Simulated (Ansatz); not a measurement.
Crystal: Ge.

```
Ge
1.0
     1.39715   -2.60052    0.00000
     1.39715    2.60052    0.00000
     0.00000    0.00000    2.69823
Ge
1
Direct
  0.50000 0.50000 0.00000
```

This isn't the form of Ge at room conditions, which is diamond.

* Program: Ansatz 0.2.0
* Task: single point
* Functional: PBEsol
* Potentials or basis: all-electron LAPW, scalar-relativistic
* Cutoff: 247 eV (chosen from the basis error)
* Basis error allowed: 0.001 eV/atom
* k mesh: 11 × 11 × 10
* Occupations: fermi-dirac, width 0.05 eV
* Spin: no spin polarisation

On this cell: pressure -4.0 GPa; band gap on the k mesh none (metal or under the smearing width).

The same run follows on a disturbed copy (cell strained at random at fixed volume):

```xyz
1
Lattice="1.3670 -2.6325 0.0133 1.3601 2.6288 0.0078 0.0204 -0.0029 2.7332" Properties=species:S:1:pos:R:3 pbc="T T T"
Ge    1.4077   -0.0092   -0.0083
```

What changes?

The energy (extrapolated to zero smearing) moves by +12.7 meV/atom; pressure -3.6 GPa; band gap on the k mesh none (metal or under the smearing width).

Stress tensor (GPa, compression positive):
```
 0.33 -0.09 -0.31
-0.09 -4.78  0.07
-0.31  0.07 -6.41
```
